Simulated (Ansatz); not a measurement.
**WSe2: a prediction, then the measurements**

The calculation used DFT PBE+D3(BJ), scalar-relativistic, plane waves, PAW in Ansatz 0.2.0.

Settings: cutoff 420 eV, Γ-centred mesh 12×12×2 on the computed 6-atom cell, Gaussian smearing of 0.02 eV; no spin polarisation.

Relaxed structure, symmetry kept:

```yaml
crystal:
  lattice:
    - [3.27904, 0.00000, 0.00000]
    - [-1.63952, 2.83973, 0.00000]
    - [0.00000, 0.00000, 12.79283]
  atoms:
    - { symbol: W, position: [0.66667, 0.33333, 0.25002] }
    - { symbol: W, position: [0.33333, 0.66667, 0.74998] }
    - { symbol: Se, position: [0.33333, 0.66667, 0.38168] }
    - { symbol: Se, position: [0.66667, 0.33333, 0.88164] }
    - { symbol: Se, position: [0.33333, 0.66667, 0.11836] }
    - { symbol: Se, position: [0.66667, 0.33333, 0.61832] }
```

```
Space group                                                : P6_3/mmc (No. 194)
Volume per atom                                            : 19.85 Å³
Kohn–Sham band gap                                         : 0.88 eV
Löwdin character of the top 1 eV of the valence band       : W 5d 61 %, Se 4p 34 %
Löwdin character of the lowest 1 eV of the conduction band : W 5d 64 %, Se 4p 28 %
Bader charges (e)                                          : W (2 in the cell) 1.07, Se (4 in the cell) -0.54
```

Spin-orbit coupling is left out, which matters for the bands of heavy elements.

**What was measured.**

From “Random anion distribution in MSxSe2−x (M = Mo, W) crystals and nanosheets”, 2018, pmc:9078701, for a bulk crystal of WSe2: lattice constant a 3.282 ± 0.001 Å; lattice constant c 12.96 ± 0.01 Å.

From “Time-resolved XUV ARPES with tunable 24–33 eV laser pulses at 30 meV resolution”, 2019, pmc:6684652, for a bulk crystal of WSe2: band gap 1.3 eV (indirect).

A measured lattice constant a of WSe2 is 3.282 Å (quoted in the paper above); the calculated 3.279 Å misses it by -0.1 %. A measured lattice constant c of WSe2 is 12.96 Å (quoted in the paper above); the calculated 12.793 Å misses it by -1.3 %. 3 values of this kind are on record (12.95 to 12.977 Å); this one was drawn at random among those near their median, those with a stated uncertainty first. The calculation is for 0 K without zero-point motion. A measured band gap of WSe2 is 1.3 eV (indirect; the paper above); the calculated 0.88 eV misses it by -0.42 eV. Kohn–Sham gaps of semilocal functionals fall short of measured ones as a rule; spin-orbit coupling, left out here, would usually lower the calculated gap of a compound with heavy elements.